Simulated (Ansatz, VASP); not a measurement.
**TiC in VASP and in Ansatz**

File INCAR:

```
SYSTEM = TiC
PREC = Accurate ; ENCUT = 600
EDIFF = 1E-7 ; ISMEAR = -1
SIGMA = 0.05 ; LREAL = .False.
LASPH = .True. ; NELM = 80
ALGO = Normal ; ISIF = 3
LWAVE = .False. ; LCHARG = .False.
GGA = RE ; IBRION = 2
NSW = 80 ; EDIFFG = -0.005
```

File KPOINTS:

```
Automatic mesh
0
Gamma
  11 11 11
  0 0 0
```

The input POSCAR:

```
TiC
1.0
    0.0000000000      2.1657188437      2.1657188437
    2.1657188437      0.0000000000      2.1657188437
    2.1657188437      2.1657188437      0.0000000000
Ti C
1 1
Direct
    0.0000000000      0.0000000000      0.0000000000
    0.5000000000      0.5000000000      0.5000000000
```

File input.yaml:

```yaml
crystal:
  lattice:
    - [0.0, 2.1657188437, 2.1657188437]
    - [2.1657188437, 0.0, 2.1657188437]
    - [2.1657188437, 2.1657188437, 0.0]
  atoms:
    - { symbol: Ti, position: [0.0, 0.0, 0.0] }
    - { symbol: C, position: [0.5, 0.5, 0.5] }
kpoints:
  mp_grid: { grid: [11, 11, 11] }
scf:
  occupations: { method: fermi_dirac, width: 0.05 }
hamiltonian:
  xc: revpbe
  pseudopotentials: { kind: all_electron, lapw: { basis_error: 0.001 } }
output:
  forces: true
  stress: true
relax:
  f_tol: 0.005
  max_steps: 60
  cell: {}
```

The cell is a database's computed one.

Alike in both runs: task relaxation of cell and atoms; functional revPBE; k mesh 11 × 11 × 11; occupations fermi-dirac, width 0.05 eV; no spin polarisation.

|  | VASP | Ansatz |
| --- | --- | --- |
| version | VASP 6.6.1 | Ansatz 0.2.0 |
| potentials or method | VASP PAW PBE potentials, release 64 (Ti_sv, C) | all-electron LAPW, scalar-relativistic |
| plane-wave cutoff (eV) | 600 | see its input |

Ansatz gave:

```
relaxed volume (Å³/atom)                                     : 10.30
relaxed cell length with the largest relative difference (Å) : 3.077
energy change over the relaxation (meV/atom)                 : -2
```

**Question.** Estimate VASP's values.

**Answer.** Relaxed volume (Å³/atom): 10.31; relaxed cell length with the largest relative difference (Å): 3.078; energy change over the relaxation (meV/atom): -2.

Ansatz ran all-electron here, so the differences hold the error of VASP's frozen core and of both bases.

Caveats: the PAW data sets were made with another functional, which shifts forces and pressure a little (VASP).
